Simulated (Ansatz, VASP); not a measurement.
## Os in VASP and in Ansatz

Contents of INCAR:

```
ALGO = Normal
EDIFF = 1E-7
ENCUT = 520
GGA = PE
ISIF = 2
ISMEAR = 0
LASPH = True
LCHARG = True
LELF = True
LREAL = False
LVHAR = True
LWAVE = False
NBANDS = 15
NELM = 60
PREC = Accurate
SIGMA = 0.15
```

Contents of KPOINTS:

```
k-points
0
Gamma
  18 18 12
```

Contents of POSCAR:

```
Os
1.0
    2.9528279736      0.0000000000      0.0000000000
   -1.4764139868      2.5572240381      0.0000000000
    0.0000000000      0.0000000000      4.4924880000
Os
2
Direct
    0.3333333333      0.6666666667      0.2500000000
    0.6666666667      0.3333333333      0.7500000000
```

Input for Ansatz:

```yaml
crystal:
  lattice:
    - [2.9528279736, 0.0, 0.0]
    - [-1.4764139868, 2.5572240381, 0.0]
    - [0.0, 0.0, 4.492488]
  atoms:
    - { symbol: Os, position: [0.3333333333, 0.6666666667, 0.25] }
    - { symbol: Os, position: [0.6666666667, 0.3333333333, 0.75] }
basis:
  ecutwfc: 420
kpoints:
  mp_grid: { grid: [18, 18, 12] }
hamiltonian:
  xc: pbe
scf:
  occupations: { method: gaussian, width: 0.15 }
output:
  forces: true
  stress: true
  eigenvalues: true
```

Change from the starting cell: strain +0.080 along x and y, +0.040 along z, atoms carried along.

Alike in both runs: task single point; functional PBE; k mesh 18 × 18 × 12; occupations gaussian, width 0.15 eV; no spin polarisation.

|  | VASP | Ansatz |
| --- | --- | --- |
| version | VASP 6.6.1 | Ansatz 0.2.0 |
| potentials or method | VASP PAW PBE potentials, release 64 (Os) | scalar-relativistic, plane waves, PAW |
| plane-wave cutoff (eV) | 520 | 420 |
| valence electrons in the cell | 16 | 32 |

Ansatz gave:

```
gap on the k mesh at the Fermi level (eV)       : none
pressure (GPa)                                  : -44.2
largest component of the traceless stress (GPa) : 4.78
```

Task: Estimate VASP's values.

Result: gap on the k mesh at the Fermi level (eV): none; pressure (GPa): -44.7; largest component of the traceless stress (GPa): 4.62.

A gap of «none» marks a metal or a gap that the smearing closes. The functional is the same, so the differences come from potentials, cutoffs and numerics. The two sets of potentials don't hold the same shells in valence.

Caveats: the cell as given lies far from equilibrium; so large a pressure means that the cell lies far from this level's equilibrium, or that cutoff or potentials fall short (VASP). Spin-orbit coupling is left out, which matters for the levels of Os.
